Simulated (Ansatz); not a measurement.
# Lu (omega type): the cost of one run

Program: Ansatz 0.2.0. Level of theory: DFT PBE, with the methods named in each step. These are calculated values, not measurements.

2 further runs of the same task are left out: 2 that didn't finish.

### 1 Starting point

The structure is hexagonal, space group P6/mmm (No. 191). The conventional cell has a = 5.433 Å, b = 5.433 Å, c = 3.412 Å, α = 90.00°, β = 90.00°, γ = 120.00°. Lu (site symmetry 6/mmm) has 14 Lu at 3.41 to 3.57 Å as nearest neighbours. Lu (site symmetry -6m2) has 11 Lu at 3.14 to 3.57 Å as nearest neighbours.

Structure file:

```
Lu
1.0
     5.43344    0.00000    0.00000
    -2.71672    4.70550    0.00000
     0.00000    0.00000    3.41151
Lu
3
Direct
  0.00000 0.00000 0.00000
  0.33333 0.66667 0.50000
  0.66667 0.33333 0.50000
```

Whether this phase is the stable one at these pressures isn't tested.

Atoms are numbered in the order of the input: Lu1, Lu2, Lu3.

### 2 The reference volume, LAPW

File input.yaml:

```yaml
crystal:
  lattice:
    - [5.433443041, 0.0, 0.0]
    - [-2.7167215205, 4.7054997035, 0.0]
    - [0.0, 0.0, 3.4115116824]
  atoms:
    - { symbol: Lu, position: [0.0, 0.0, 0.0] }
    - { symbol: Lu, position: [0.3333333333, 0.6666666667, 0.5] }
    - { symbol: Lu, position: [0.6666666667, 0.3333333333, 0.5] }
kpoints:
  mp_grid: { grid: [7, 7, 10] }
  band_path:
    path:
      - [0.0, 0.0, 0.0]
      - [0.5, 0.0, 0.0]
      - [0.3333333333, 0.3333333333, 0.0]
      - [0.0, 0.0, 0.0]
      - [0.0, 0.0, 0.5]
      - [0.5, 0.0, 0.5]
      - [0.3333333333, 0.3333333333, 0.5]
      - [0.0, 0.0, 0.5]
      - [0.5, 0.0, 0.5]
    npoints: 14
scf:
  occupations: { method: fermi_dirac, width: 0.1 }
hamiltonian:
  xc: pbe
  pseudopotentials: { kind: all_electron, lapw: { basis_error: 0.001 } }
output:
  forces: true
  stress: true
  eigenvalues: true
  populations: true
  dos: { projected: true, de: 0.2, e_range: [-14, 8] }
```

Launch:

```bash
> ansatz run input.yaml --threads 1 --pin off --max-ram 3072MiB --backend cpu --events-out ev --progress --plain --runs-dir out
```

Q: Estimate wall time and peak memory on 1 thread of Intel Xeon Platinum 8259CL at 2.50GHz (Skylake/Cascade Lake), shared host.

About 87 s, with a peak of 0.58 GiB.
